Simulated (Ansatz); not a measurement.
Runs of Ansatz 0.2.0 on Hf. Symmetry: P6_3/mmc, No. 194, hexagonal system. The conventional cell has a = 3.197 Å, b = 3.197 Å, c = 5.058 Å, α = 90.00°, β = 90.00°, γ = 120.00°. Hf (site symmetry -6m2) has 12 Hf at 3.13 to 3.20 Å as nearest neighbours. 

```csv
task,level,potentials or basis,spin,cell,k mesh,cutoff (eV),pressure (GPa),relaxed volume (Å³/atom)
relaxation of cell and atoms,revPBE+D4,"all-electron LAPW, scalar-relativistic",off,relaxed,10 × 10 × 5,-,0.0,22.54
relaxation of cell and atoms,RPBE+D4,"all-electron LAPW, scalar-relativistic",off,relaxed,10 × 10 × 5,-,0.0,(a)
band structure,LDA,"all-electron LAPW, relativistic spinors","SOC, no magnetisation",as given,7 × 7 × 4,214,-7.7,-
band structure,RPBE,"all-electron LAPW, scalar-relativistic",off,as given,10 × 10 × 5,213,(b),-
band structure,PBEsol,"all-electron LAPW, relativistic spinors","SOC, no magnetisation",as given,7 × 7 × 4,213,-3.8,-
```

Alike in all rows: smearing fermi-dirac 0.05 eV; basis error allowed 0.001 eV/atom.

Task: Estimate the missing entries.

Result: (a) 22.62; (b) 3.5.

Caveats: the k mesh is thin for a metal, which can move the energy by tens of meV per atom (some runs).

Runs at the PBE level aren't shown here.
